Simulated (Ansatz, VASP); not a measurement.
## Si: VASP beside Ansatz

```xyz
4
Lattice="3.8472 0.0000 0.0000 -1.9236 3.3318 0.0000 0.0000 0.0000 18.4447" Properties=species:S:1:pos:R:3 pbc="T T T"
Si    0.0000    2.2212    4.9723
Si    1.9236    1.1106    4.5000
Si   -0.6412    2.5914   10.7447
Si    1.2824    1.4808   10.2723
```

Alike in both runs: task single point; functional PBE; dispersion D3(BJ); k mesh 9 × 9 × 1; occupations gaussian, width 0.1 eV; no spin polarisation.

```csv
,VASP,Ansatz
version,VASP 6.6.1,Ansatz 0.2.0
potentials or method,"VASP PAW PBE potentials, release 64 (Si)","scalar-relativistic, plane waves, PAW"
plane-wave cutoff (eV),520,420
valence electrons in the cell,16,16
```

VASP gave:

```
gap on the k mesh at the Fermi level (eV) : 0.08
least direct gap on the mesh (eV)         : 0.08
rms of the force components (eV/Å)        : 0.018
```

Q: Estimate Ansatz's values.

A: gap on the k mesh at the Fermi level (eV): 0.08; least direct gap on the mesh (eV): 0.08; rms of the force components (eV/Å): 0.019.

Atom by atom the forces differ by 0.004 eV/Å (rms over components).
